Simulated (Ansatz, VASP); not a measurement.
**One calculation of Te, two programs**

```
Te
1.0
     4.54136    0.00000    0.00000
    -2.27068    3.93293    0.00000
     0.00000    0.00000    6.04019
Te
3
Direct
  0.73100 0.73100 0.00000
  0.00000 0.26900 0.66667
  0.26900 0.00000 0.33333
```

Change from the starting cell: volume scaled by 1.06.

Alike in both runs: task single point; functional PBE; k mesh 7 × 7 × 5; occupations fermi-dirac, width 0.05 eV; no spin polarisation.

|  | VASP | Ansatz |
| --- | --- | --- |
| version | VASP 6.6.1 | Ansatz 0.2.0 |
| potentials or method | VASP PAW PBE potentials, release 64 (Te) | Ansatz PAW |
| plane-wave cutoff (eV) | 520 | 420 |
| valence electrons in the cell | 18 | 48 |

```tsv
	VASP	Ansatz	Ansatz less VASP
gap on the k mesh at the Fermi level (eV)	0.64	0.64	+0.003
least direct gap on the mesh (eV)	0.75	0.76	+0.010
pressure (GPa)	-1.2	-1.2	+0.01
largest component of the traceless stress (GPa)	0.48	0.49	+0.007
rms of the force components (eV/Å)	0.076	0.080	+0.0035
```

Atom by atom the forces differ by 0.004 eV/Å (rms over components). The two sets of potentials don't hold the same shells in valence.

Caveats: spin-orbit coupling is left out, which moves the levels of the heavy elements; an odd mesh through Γ misses points on the zone boundary, where band edges often lie (VASP); odd divisions of the mesh miss points on the zone boundary, where band edges often lie, so the gap on the mesh can be too wide (Ansatz).
